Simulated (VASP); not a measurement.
## VASP inputs for CaO (strained rocksalt)

INCAR

```
LWAVE = .FALSE.
LREAL = .FALSE.
LCHARG = .FALSE.
NSW = 0
LASPH = .TRUE.
GGA = PE
SIGMA = 0.02
ISMEAR = -1
EDIFF = 1E-7
ENCUT = 520
ISIF = 2
PREC = Accurate
NELM = 120
NBANDS = 15
IBRION = -1
```

KPOINTS

```
KPOINTS created by Atomic Simulation Environment
0
Gamma
10 10 10
0 0 0
```

KPOINTS_OPT

```
special points
7
Reciprocal
0.0000000000 0.0000000000 0.0000000000 1
0.5000000000 0.0000000000 0.5000000000 1
0.6250000000 0.2500000000 0.6250000000 1
0.3750000000 0.3750000000 0.7500000000 1
0.5000000000 0.5000000000 0.5000000000 1
0.5000000000 0.2500000000 0.7500000000 1
0.0000000000 0.5000000000 0.5000000000 1
```

POSCAR

```
Ca O
 1.0000000000000000
     0.0000000000000000    2.3495991112999999    2.3495991112999999
     2.3495991112999999    0.0000000000000000    2.3495991112999999
     2.3495991112999999    2.3495991112999999    0.0000000000000000
 Ca  O
   1   1
Cartesian
  0.0000000000000000  0.0000000000000000  0.0000000000000000
  2.3495991112999999  2.3495991112999999  2.3495991112999999
```

VASP ran with the recommended PBE PAW datasets (16 valence electrons in the cell).

**Question.** What does this run give?

**Answer.** gap between bands v and c 3.60 eV; least direct gap 3.96 eV; pressure 11.3 GPa.

Band v is the last that the valence electrons fill when counted band by band, and c is the next. Levels in eV from the top of v:

```csv
point,v−1,v,c,c+1
Γ,0.00,0.00,5.29,6.38
X,-0.36,-0.36,3.60,8.56
K,-1.19,-0.84,5.24,8.35
L,-1.34,-1.34,7.37,8.73
W,-1.05,-1.05,6.52,6.52
```
